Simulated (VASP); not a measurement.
Write the native input for VASP 6.6.1 that does the following.

| Item | Value |
| --- | --- |
| Task | relaxation of cell and atoms |
| Functional | PBEsol |
| Potentials or basis | VASP PAW PBE potentials, release 64 (Zr_sv, O) |
| Cutoff | 600 eV |
| k mesh | 4 × 4 × 4 |
| Occupations | gaussian, width 0.02 eV |
| Spin | no spin polarisation |
| Further INCAR settings | ALGO = Normal; EDIFF = 1e-07; IBRION = 2; EDIFFG = -0.005; NSW = 90; ISIF = 3 |

The structure of ZrO2 lies in POSCAR:

```
ZrO2
1.0
    0.0000000000      2.5450727100      2.5450727100
    2.5450727100      0.0000000000      2.5450727100
    2.5450727100      2.5450727100      0.0000000000
Zr O
1 2
Direct
    0.0000000000      0.0000000000      0.0000000000
    0.2500000000      0.2500000000      0.2500000000
    0.7500000000      0.7500000000      0.7500000000
```

Measurements of this composition are mostly on another form, of space group No. 14.

These files were run (other wordings do the same):

INCAR

```
PREC = Accurate
ENCUT = 600
EDIFF = 1E-7
ISMEAR = 0
SIGMA = 0.02
LREAL = F
LASPH = T
NELM = 80
ALGO = Normal
ISIF = 3
LWAVE = F
LCHARG = F
GGA = PS
IBRION = 2
NSW = 90
EDIFFG = -0.005
```

KPOINTS

```
regular mesh
0
Gamma
  4 4 4
```

Potentials or basis: VASP PAW PBE potentials, release 64 (Zr_sv, O).

The run is started by

```console
$ cat potpaw_PBE.64/Zr_sv/POTCAR potpaw_PBE.64/O/POTCAR > POTCAR
$ mpirun -np 1 vasp_std > vasp.out
```

It gave:

```json
{"Relaxed volume": "10.83 Å³/atom", "Relaxed cell": "a = 3.582 Å, b = 3.582 Å, c = 3.582 Å, α = 60.00°, β = 60.00°, γ = 60.00°", "Space group after relaxing (to 0.05 Å)": "Fm-3m (No. 225)", "Energy gained by relaxing": "1.8 meV/atom", "Ionic steps": "3", "Pressure after relaxing": "0.0 GPa", "Band gap on the k mesh": "3.32 eV, indirect (least direct gap 3.76 eV)"}
```

Caveat: the k mesh is coarse (spacing up to 0.53 Å⁻¹), so the values aren't converged; the PAW data sets were made with another functional, which shifts forces and pressure a little.

It took 14 s on 1 thread of Intel(R) Xeon(R) 6975P-C (Granite Rapids), with other jobs on the host, peak memory 0.17 GiB.
